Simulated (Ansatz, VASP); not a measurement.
# One calculation of SiC, two programs

```
Si C
1.0
     3.08622    0.00000    0.00000
    -1.54311    2.67274    0.00000
     0.00000    0.00000    5.06477
Si C
2 2
Direct
  0.33333 0.66667 0.00000
  0.66667 0.33333 0.50000
  0.33333 0.66667 0.38500
  0.66667 0.33333 0.88500
```

Change from the starting cell: volume scaled by 1.01.

Alike in both runs: task single point; functional PBEsol; k mesh 15 × 15 × 8; occupations fermi-dirac, width 0.08 eV; no spin polarisation.

```csv
,VASP,Ansatz
version,VASP 6.6.1,Ansatz 0.2.0
potentials or method,"VASP PAW PBE potentials, release 64 (Si, C), cutoff 520 eV","all-electron LAPW, scalar-relativistic"
```

```tsv
	VASP	Ansatz	Ansatz less VASP
pressure (GPa)	-1.6	-2.0	-0.39
largest component of the traceless stress (GPa)	3.03	2.95	-0.081
rms of the force components (eV/Å)	0.425	0.422	-0.0031
```

Atom by atom the forces differ by 0.003 eV/Å (rms over components). Ansatz ran all-electron here, so the differences hold the error of VASP's frozen core and of both bases.

Caveats: the PAW data sets were made with another functional, which shifts forces and pressure a little (VASP). A k mesh can miss the band edges.
